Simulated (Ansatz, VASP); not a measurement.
# One calculation of Na, two programs

```xyz
2
Lattice="0.0000 3.6273 3.6273 3.6273 0.0000 3.6273 3.6273 3.6273 0.0000" Properties=species:S:1:pos:R:3 pbc="T T T"
Na    0.9068    0.9068    0.9068
Na    6.3477    6.3477    6.3477
```

Alike in both runs: task single point; functional PBE; k mesh 8 × 8 × 8; occupations fermi-dirac, width 0.1 eV; no spin polarisation.

|  | VASP | Ansatz |
| --- | --- | --- |
| version | VASP 6.6.1 | Ansatz 0.2.0 |
| potentials or method | VASP PAW PBE potentials, release 64 (Na_pv) | plane waves (420 eV) with PAW, scalar-relativistic |
| plane-wave cutoff (eV) | 520 | 420 |
| valence electrons in the cell | 14 | 18 |

|  | VASP | Ansatz | Ansatz less VASP |
| --- | --- | --- | --- |
| pressure (GPa) | 0.5 | 0.5 | +0.01 |

The functional is the same, so the differences come from potentials, cutoffs and numerics. The two sets of potentials don't hold the same shells in valence.
